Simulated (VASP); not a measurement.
Wanted: the native input for a VASP 6.6.1 run.

- Task: relaxation of cell and atoms
- Functional: PBEsol
- Potentials or basis: VASP PAW PBE potentials, release 64 (Ca_sv, O)
- Cutoff: 600 eV
- k mesh: 10 × 10 × 10
- Occupations: gaussian, width 0.03 eV
- Spin: no spin polarisation
- Further INCAR settings: ALGO = Normal; EDIFF = 1e-07; IBRION = 2; EDIFFG = -0.005; NSW = 90; ISIF = 3

The structure of CaO (Lime) lies in POSCAR:

```
CaO                                     
1.0
   -0.0000000000      2.3873311535      2.3873311535
    2.3873311535     -0.0000000000      2.3873311535
    2.3873311535      2.3873311535     -0.0000000000
  Ca              O             
     1     1
Direct
     0.0000000000000000    0.0000000000000000    0.0000000000000000
     0.5000000000000000    0.5000000000000000    0.5000000000000000
```

These files were run (other wordings do the same):

INCAR

```
SYSTEM = CaO
PREC = Accurate
ENCUT = 600
EDIFF = 1E-7
ISMEAR = 0
SIGMA = 0.03
LREAL = .False.
LASPH = .True.
NELM = 80
ALGO = Normal
ISIF = 3
LWAVE = .False.
LCHARG = .False.
GGA = PS
IBRION = 2
NSW = 90
EDIFFG = -0.005
```

KPOINTS

```
Automatic mesh
0
Gamma
  10 10 10
  0 0 0
```

Potentials or basis: VASP PAW PBE potentials, release 64 (Ca_sv, O).

Command:

```sh
$ cat potpaw_PBE.64/Ca_sv/POTCAR potpaw_PBE.64/O/POTCAR > POTCAR
$ mpirun -np 1 vasp_std > vasp.out
```

Results of the run:

```
Pressure after relaxing : 0.0 GPa
Band gap on the k mesh  : 3.53 eV, indirect (least direct gap 3.90 eV)
```

Caveat: the relaxation stopped at its first step, so nothing moved; the PAW data sets were made with another functional, which shifts forces and pressure a little.

Run time: 12 s on 1 thread of Intel(R) Xeon(R) 6975P-C (Granite Rapids) (shared host), peak memory 0.16 GiB.
